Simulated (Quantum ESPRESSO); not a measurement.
# Fitting the PBE+D3(BJ) energy curve of AlO

Space group Pm-3m (No. 221). a = 2.769 Å, b = 2.769 Å, c = 2.769 Å, α = 90.00°, β = 90.00°, γ = 90.00°
```json
{"atom": "Al", "site": "1b", "symmetry": "m-3m", "x": "0.5000", "y": "0.5000", "z": "0.5000"}
{"atom": "O", "site": "1a", "symmetry": "m-3m", "x": "0.0000", "y": "0.0000", "z": "0.0000"}
```

The cell comes from a database or a generator and needn't be the stable form of this composition.

The cell was scaled at fixed shape and fractions and run with Quantum ESPRESSO, PseudoDojo 0.4.1 SR PBE standard, cutoff 1143 eV; PBE+D3(BJ), k mesh 10 × 10 × 10 on the cell of 2 atoms, fermi-dirac occupations of 0.05 eV, no spin polarisation, no spin-orbit coupling. Energies are those that the program minimises, any entropy of the smearing included. For a metal such a mesh isn't converged to the digits shown.

```csv
V (Å³/atom),energy over the lowest row (meV/atom)
9.9806,5.05
10.1929,?
10.4053,0.00
10.6176,3.02
10.8300,9.33
11.0424,18.61
11.2547,30.58
```

Problem. Fit the third-order Birch-Murnaghan form, give V0, B0 and B′, and predict the energy left open.

Solution. With y = (V0/V)^(2/3), E = E0 + (9 V0 B0/16) [(y - 1)³ B′ + (y - 1)² (6 - 4y)]. Least squares through the rows shown give V0 = 10.3298 Å³/atom, E0 = -0.24 meV, B0 = 136.1 GPa (1 eV/Å³ = 160.218 GPa) and B′ = 3.61, with a largest miss of 0.01 meV. At V = 10.1929 the form with these constants gives 0.55 meV; the run gave 0.57 meV an atom.
